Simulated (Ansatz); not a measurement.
An element in the diamond structure gives these cold pressures by all-electron LAPW under PBE (Ansatz 0.2.0, scalar-relativistic, no spin polarisation).

```csv
V (Å³/atom),P (GPa)
37.39,0.04
34.39,1.62
31.40,4.41
28.41,9.23
25.42,17.71
22.43,33.3
19.44,63.4
16.82,114.3
```

(1) Which element is it?

Answers

(1) Cd. Its zero-pressure volume in this structure is near 37.4 Å³/atom; the volume and the steepness of P(V) together point to it, though neighbours can come close. Neighbours weren't tried against these numbers.
